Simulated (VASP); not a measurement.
Here is a VASP 6.6.1 calculation.

File INCAR:

```
PREC     = Accurate       # precision mode
ENCUT    = 520            # plane-wave cutoff, eV
EDIFF    = 1E-7           # SCF threshold, eV
ISMEAR   = -1             # smearing method
SIGMA    = 0.05           # smearing width, eV
LREAL    = F              # projectors in reciprocal space
LASPH    = T              # aspherical terms in the spheres
NELM     = 60             # most SCF steps
ALGO     = Normal         # electronic algorithm
ISIF     = 2              # what is computed and relaxed
LWAVE    = F              # write WAVECAR
LCHARG   = F              # write CHGCAR
GGA      = B5             # functional
ALDAX    = 1.0          
AGGAX    = 1.0          
AGGAC    = 1.0          
ALDAC    = 0.0          
IVDW     = 13             # dispersion correction
VDW_S6   = 1.0          
VDW_S8   = 2.34076671   
VDW_A1   = 0.44488865   
VDW_A2   = 4.0933009    
NBANDS   = 16             # bands
```

KPOINTS

```
Automatic mesh
0
Gamma
  8 8 8
```

Contents of POSCAR:

```
CdSe
1.0
    0.0000000000      3.0496647307      3.0496647307
    3.0496647307      0.0000000000      3.0496647307
    3.0496647307      3.0496647307      0.0000000000
Cd Se
1 1
Direct
    0.0000000000      0.0000000000      0.0000000000
    0.2500000000      0.2500000000      0.2500000000
```

Potentials or basis: VASP PAW PBE potentials, release 64 (Cd, Se).

The run is started by

```sh
$ cat potpaw_PBE.64/Cd/POTCAR potpaw_PBE.64/Se/POTCAR > POTCAR
$ mpirun -np 1 vasp_std > vasp.out
```

Question: What does it give for the dispersion energy per atom?

Answer: -0.600 eV.

Question: What does it give for the pressure?

Answer: 1.6 GPa.

Question: Estimate the band gap on the k mesh.

Answer: 0.55 eV, direct.

Caveat: the PAW data sets were made with another functional, which shifts forces and pressure a little. Expect the measured gap to be larger: semilocal functionals such as BLYP lack the derivative discontinuity.
